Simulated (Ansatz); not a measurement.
The cell was built from the bcc type and relaxed in the same program, and has space group Im-3m; it needn't be a known or the stable phase.

A run on N: DFT, PBE, all-electron LAPW, scalar-relativistic (Ansatz 0.2.0). The input:

```yaml
crystal:
  lattice:
    - [-1.2185361238, 1.2185361238, 1.2185361238]
    - [1.2185361238, -1.2185361238, 1.2185361238]
    - [1.2185361238, 1.2185361238, -1.2185361238]
  atoms:
    - { symbol: "N", position: [0.0, 0.0, 0.0] }
kpoints:
  mp_grid: { grid: [16, 16, 16] }
scf:
  occupations: { method: fermi_dirac, width: 0.05 }
hamiltonian:
  xc: pbe
  pseudopotentials:
    kind: all_electron
    lapw: { basis_error: 0.00025, muffin_tin_radii: { "N": 1.364 } }
output:
  forces: true
  stress: true
  eigenvalues: true
```

**Question.** Did this run give a result to trust?

**Answer.** No. The input was rejected before any iteration. The typed spheres overlap: twice 1.364 Å exceeds the shortest distance, 2.111 Å; smaller radii, or none typed, cure it. It says:
```
Error: `kind: all_electron` solves this crystal on LAPW (the input types lapw, or this build lists no dataset of some species for it), and no LAPW basis is found for it: the given muffin-tin radii of N and N, or the smallest supported ones, add up to 2.728 Å, and 2.111 Å are free between these atoms; give smaller radii, or leave one out; where each species has a listed dataset, leave lapw and dirac_shells out and run without spin–orbit coupling, or set another kind (and leave the keys of all_electron out)
```
